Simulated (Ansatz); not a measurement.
Wires are cut from relaxed bulk GaAs (F-43m, 23.71 Å³/atom, gap on the mesh 0.16 eV); atoms and period are relaxed, and energies count from that bulk. Caps count from half an H2 molecule.

Theory: Ansatz 0.2.0, DFT PBE, scalar-relativistic, plane waves, PAW.

Cutoff 420 eV, Gaussian smearing of 0.05 eV, energies at zero smearing, symmetry of each start kept, no spin polarisation.

```
                                         start atoms k mesh excess energy (eV per host atom) line energy (eV/Å) period (Å) gap on the mesh (eV) highest filled level or Fermi level under vacuum (eV)
 [001] wire, 6 host atoms a period with H caps     16  1×1×10                             0.518               0.527       5.898                  4.16                                                   6.25
 [001] wire, 8 host atoms a period with H caps     20  1×1×10                             0.486               0.659       5.897                  3.78                                                      -
[001] wire, 12 host atoms a period with H caps     28  1×1×10                             0.436               0.864       6.051                  3.21                                                      -
```

Each run keeps its start's symmetry and one magnetic start, so lower states can exist.

Cost: 3 runs of about 64 core-minutes in all, on Intel Xeon Platinum 8259CL (Skylake/Cascade Lake) (shared hosts).